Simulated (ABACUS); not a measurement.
# GaN (Fm-3m) in ABACUS: notebook, part 2 of 2

ABACUS 3.10.1.

### 4 Single point, PBE

Input file run_abacus.py:

```python
"""ABACUS run from a structure file: ASE reads it, the script writes STRU, KPT and INPUT."""
import re
import subprocess
import spglib
from ase import Atoms
from ase.io import read
from ase.units import Bohr

atoms = read("GaN.cif")
cell, frac, numbers = spglib.standardize_cell((atoms.cell[:], atoms.get_scaled_positions(), atoms.numbers), to_primitive=True, symprec=1e-4)
atoms = Atoms(numbers=numbers, cell=cell, scaled_positions=frac, pbc=True)  # the primitive cell
atoms = atoms[(-atoms.numbers).argsort(kind="stable")]  # ABACUS lists atoms element by element
pseudo = {'Ga': 'Ga.upf', 'N': 'N.upf'}
orbital = {'Ga': 'Ga_confined-atom_8au_2s2p2d.orb', 'N': 'N_confined-atom_6au_2s2p1d.orb'}
magmoms = None
kmesh = [8, 8, 8]
params = {
    'suffix': 'GaN',
    'calculation': 'scf',
    'basis_type': 'lcao',
    'pseudo_dir': './',
    'orbital_dir': './',
    'symmetry': 1,
    'dft_functional': 'pbe',
    'ecutwfc': 100,
    'pseudo_rcut': 7,
    'nspin': 1,
    'nbands': 13,
    'ks_solver': 'genelpa',
    'smearing_method': 'fd',
    'smearing_sigma': 0.00367493,
    'scf_thr': 1e-07,
    'scf_nmax': 100,
    'mixing_type': 'broyden',
    'mixing_beta': 0.7,
    'cal_force': 1,
    'cal_stress': 1,
    'out_mul': 1,
}

symbols = atoms.get_chemical_symbols()
elements = list(dict.fromkeys(symbols))
lines = ["ATOMIC_SPECIES"] + [f"{e} {atoms.get_masses()[symbols.index(e)]:.4f} {pseudo[e]}" for e in elements]
if orbital:
    lines += ["", "NUMERICAL_ORBITAL"] + [orbital[e] for e in elements]
lines += ["", "LATTICE_CONSTANT", f"{1 / Bohr:.10f}", "", "LATTICE_VECTORS"]
lines += [" ".join(f"{x:.10f}" for x in v) for v in atoms.cell]
lines += ["", "ATOMIC_POSITIONS", "Direct"]
for e in elements:
    lines += ["", e, "0.0", str(symbols.count(e))]
    for i, p in enumerate(atoms.get_scaled_positions(wrap=False)):
        if symbols[i] == e:
            mag = "" if magmoms is None else " mag " + " ".join(str(x) for x in (magmoms[i] if isinstance(magmoms[i], list) else [magmoms[i]]))
            lines.append(" ".join(f"{x:.10f}" for x in p) + " 1 1 1" + mag)
open("STRU", "w").write("\n".join(lines) + "\n")
open("KPT", "w").write("K_POINTS\n0\nGamma\n%d %d %d 0 0 0\n" % tuple(kmesh))
open("INPUT", "w").write("INPUT_PARAMETERS\n" + "".join(f"{k:<20s}{v}\n" for k, v in params.items()))

done = subprocess.run(['mpirun', '-np', '4', 'abacus'])
if done.returncode:
    raise SystemExit(done.returncode)
log = open("OUT.GaN/running_scf.log").read()
print("final energy (eV):", re.findall(r"FINAL_ETOT_IS (\S+)", log))
```

Input file GaN.cif:

```cif
data_GaN
_cell_length_a 4.27047000
_cell_length_b 4.27047000
_cell_length_c 4.27047000
_cell_angle_alpha 90.00000000
_cell_angle_beta 90.00000000
_cell_angle_gamma 90.00000000
_space_group_name_H-M_alt 'Fm-3m'
_space_group_name_Hall '-F 4 2 3'
_space_group_IT_number 225
loop_
_space_group_symop_operation_xyz
'x,y,z'
'-x,-y,-z'
'-y,x,z'
'y,-x,-z'
'-x,-y,z'
'x,y,-z'
'y,-x,z'
'-y,x,-z'
'x,-y,-z'
'-x,y,z'
'-y,-x,-z'
'y,x,z'
'-x,y,-z'
'x,-y,z'
'y,x,-z'
'-y,-x,z'
'z,x,y'
'-z,-x,-y'
'z,-y,x'
'-z,y,-x'
'z,-x,-y'
'-z,x,y'
'z,y,-x'
'-z,-y,x'
'-z,x,-y'
'z,-x,y'
'-z,-y,-x'
'z,y,x'
'-z,-x,y'
'z,x,-y'
'-z,y,x'
'z,-y,-x'
'y,z,x'
'-y,-z,-x'
'x,z,-y'
'-x,-z,y'
'-y,z,-x'
'y,-z,x'
'-x,z,y'
'x,-z,-y'
'-y,-z,x'
'y,z,-x'
'-x,-z,-y'
'x,z,y'
'y,-z,-x'
'-y,z,x'
'x,-z,y'
'-x,z,-y'
'x,y+1/2,z+1/2'
'-x,-y+1/2,-z+1/2'
'-y,x+1/2,z+1/2'
'y,-x+1/2,-z+1/2'
[... 63 lines left out ...]
'-z+1/2,y,-x+1/2'
'z+1/2,-x,-y+1/2'
'-z+1/2,x,y+1/2'
'z+1/2,y,-x+1/2'
'-z+1/2,-y,x+1/2'
'-z+1/2,x,-y+1/2'
'z+1/2,-x,y+1/2'
'-z+1/2,-y,-x+1/2'
'z+1/2,y,x+1/2'
'-z+1/2,-x,y+1/2'
'z+1/2,x,-y+1/2'
'-z+1/2,y,x+1/2'
'z+1/2,-y,-x+1/2'
'y+1/2,z,x+1/2'
'-y+1/2,-z,-x+1/2'
'x+1/2,z,-y+1/2'
'-x+1/2,-z,y+1/2'
'-y+1/2,z,-x+1/2'
'y+1/2,-z,x+1/2'
'-x+1/2,z,y+1/2'
'x+1/2,-z,-y+1/2'
'-y+1/2,-z,x+1/2'
'y+1/2,z,-x+1/2'
'-x+1/2,-z,-y+1/2'
'x+1/2,z,y+1/2'
'y+1/2,-z,-x+1/2'
'-y+1/2,z,x+1/2'
'x+1/2,-z,y+1/2'
'-x+1/2,z,-y+1/2'
'x+1/2,y+1/2,z'
'-x+1/2,-y+1/2,-z'
'-y+1/2,x+1/2,z'
'y+1/2,-x+1/2,-z'
'-x+1/2,-y+1/2,z'
'x+1/2,y+1/2,-z'
'y+1/2,-x+1/2,z'
'-y+1/2,x+1/2,-z'
'x+1/2,-y+1/2,-z'
'-x+1/2,y+1/2,z'
'-y+1/2,-x+1/2,-z'
'y+1/2,x+1/2,z'
'-x+1/2,y+1/2,-z'
'x+1/2,-y+1/2,z'
'y+1/2,x+1/2,-z'
'-y+1/2,-x+1/2,z'
'z+1/2,x+1/2,y'
'-z+1/2,-x+1/2,-y'
'z+1/2,-y+1/2,x'
'-z+1/2,y+1/2,-x'
'z+1/2,-x+1/2,-y'
'-z+1/2,x+1/2,y'
'z+1/2,y+1/2,-x'
'-z+1/2,-y+1/2,x'
'-z+1/2,x+1/2,-y'
'z+1/2,-x+1/2,y'
'-z+1/2,-y+1/2,-x'
'z+1/2,y+1/2,x'
'-z+1/2,-x+1/2,y'
'z+1/2,x+1/2,-y'
'-z+1/2,y+1/2,x'
'z+1/2,-y+1/2,-x'
'y+1/2,z+1/2,x'
'-y+1/2,-z+1/2,-x'
'x+1/2,z+1/2,-y'
'-x+1/2,-z+1/2,y'
'-y+1/2,z+1/2,-x'
'y+1/2,-z+1/2,x'
'-x+1/2,z+1/2,y'
'x+1/2,-z+1/2,-y'
'-y+1/2,-z+1/2,x'
'y+1/2,z+1/2,-x'
'-x+1/2,-z+1/2,-y'
'x+1/2,z+1/2,y'
'y+1/2,-z+1/2,-x'
'-y+1/2,z+1/2,x'
'x+1/2,-z+1/2,y'
'-x+1/2,z+1/2,-y'
loop_
_atom_site_label
_atom_site_type_symbol
_atom_site_symmetry_multiplicity
_atom_site_Wyckoff_symbol
_atom_site_fract_x
_atom_site_fract_y
_atom_site_fract_z
_atom_site_occupancy
Ga1 Ga 4 a 0.0000000000 0.0000000000 0.0000000000 1
N1 N 4 b 0.5000000000 0.0000000000 0.0000000000 1
```

Potentials or basis: PseudoDojo NC SR 0.4.1 PBE standard, DZP LCAO (the cutoffs set its grid).

Run with:

```bash
$ OMP_NUM_THREADS=1 python run_abacus.py > log
```

running log:

```text
ABACUS v3.10.1

               Atomic-orbital Based Ab-initio Computation at UStc

 ------------------------------------------------------------------------------------

 READING GENERAL INFORMATION
                           global_out_dir = OUT.GaN/
                           global_in_card = INPUT
                               pseudo_dir = ./
                              orbital_dir = ./
                                    DSIZE = 4
                                    GSIZE = 1

 READING UNITCELL INFORMATION
                                    ntype = 2
                  lattice constant (Bohr) = 1.88973
              lattice constant (Angstrom) = 1

 READING ATOM TYPE 1
[... 449 lines left out ...]
       8        13.0063      0.0234375
       9        13.0063      0.0234375
      10        17.7063    3.33588e-34
      11        25.4437        0.00000
      12        26.3223        0.00000
      13        27.1257        0.00000

[... levels at 23 further k points ...]

 correction force for each atom along direction 1 is -5.27317e-15
 correction force for each atom along direction 2 is 1.24030e-14
 correction force for each atom along direction 3 is 4.79598e-15
------------------------------------------------------------------------------------------
 TOTAL-FORCE (eV/Angstrom)
------------------------------------------------------------------------------------------
                       Ga1         0.0000000000         0.0000000000         0.0000000000
                        N1         0.0000000000         0.0000000000         0.0000000000
------------------------------------------------------------------------------------------

----------------------------------------------------------------
 TOTAL-STRESS (KBAR)
----------------------------------------------------------------
         6.1506565972         0.0000000000         0.0000000000
         0.0000000000         6.1506565972        -0.0000000000
         0.0000000000        -0.0000000000         6.1506565972
----------------------------------------------------------------
 TOTAL-PRESSURE: 6.150657 KBAR

 --------------------------------------------
 !FINAL_ETOT_IS -2362.9429948209613030 eV
 --------------------------------------------
```

INPUT:

```text
INPUT_PARAMETERS
suffix              GaN
calculation         scf
basis_type          lcao
pseudo_dir          ./
orbital_dir         ./
symmetry            1
dft_functional      pbe
ecutwfc             100
pseudo_rcut         7
nspin               1
nbands              13
ks_solver           genelpa
smearing_method     fd
smearing_sigma      0.00367493
scf_thr             1e-07
scf_nmax            100
mixing_type         broyden
mixing_beta         0.7
cal_force           1
cal_stress          1
out_mul             1
```

STRU:

```text
ATOMIC_SPECIES
Ga 69.7230 Ga.upf
N 14.0070 N.upf

NUMERICAL_ORBITAL
Ga_confined-atom_8au_2s2p2d.orb
N_confined-atom_6au_2s2p1d.orb

LATTICE_CONSTANT
1.8897261258

LATTICE_VECTORS
0.0000000000 2.1352350000 2.1352350000
2.1352350000 0.0000000000 2.1352350000
2.1352350000 2.1352350000 0.0000000000

ATOMIC_POSITIONS
Direct

Ga
0.0
1
0.0000000000 0.0000000000 -0.0000000000 1 1 1

N
0.0
1
0.5000000000 0.5000000000 0.5000000000 1 1 1
```

It took 16 s on 4 MPI ranks of Intel Xeon Platinum 8259CL at 2.50GHz (Skylake/Cascade Lake), shared host; peak memory 0.4 GiB.

Results:

```
Free energy            : -2362.9430 eV
Pressure               : 0.6 GPa
Band gap on the k mesh : 0.39 eV, indirect (least direct gap 2.48 eV)
Mulliken charges       : Ga +0.77; N -0.77 e
```

Levels at points of the mesh, in eV from the valence-band top:
| k point | band 5 | band 6 | band 7 | band 8 | band 9 | band 10 | band 11 | band 12 | band 13 |
| --- | --- | --- | --- | --- | --- | --- | --- | --- | --- |
| (0.00, 0.00, 0.00) | -14.14 | -14.14 | -0.40 | -0.40 | -0.40 | 2.08 | 14.51 | 14.51 | 14.51 |
| (0.50, 0.50, 0.50) | -14.03 | -13.96 | -8.09 | -0.16 | -0.16 | 4.94 | 8.97 | 8.97 | 9.25 |
| (0.50, 0.50, 0.00) | -13.99 | -11.13 | -6.90 | -2.90 | -2.90 | 0.39 | 7.84 | 11.92 | 14.35 |

Caveat: the atomic orbitals were generated for these runs and aren't a published set; Mulliken charges move with the basis; the basis of atomic orbitals isn't converged, which shifts pressures, moduli and gaps.

### 5 Overview

| cell | k mesh | gap on the mesh (eV) | pressure (GPa) |
| --- | --- | --- | --- |
| cell strained by -0.06 along c | 10 × 10 × 10 | 0.36 | 16.4 |
| cell strained by -0.03 along c | 10 × 10 × 10 | 0.38 | 7.7 |
| as given | 8 × 8 × 8 | 0.39 | 0.6 |

Alike in all rows: task single point; level PBE; potentials or basis PseudoDojo NC SR 0.4.1 PBE standard, DZP LCAO (the cutoffs set its grid); no spin polarisation; cutoff (eV) 1361; smearing fermi-dirac 0.05 eV.

Caveats: the atomic orbitals were generated for these runs and aren't a published set; the basis of atomic orbitals isn't converged, which shifts pressures, moduli and gaps.

Absolute energies hang on the potentials; compare differences alone.
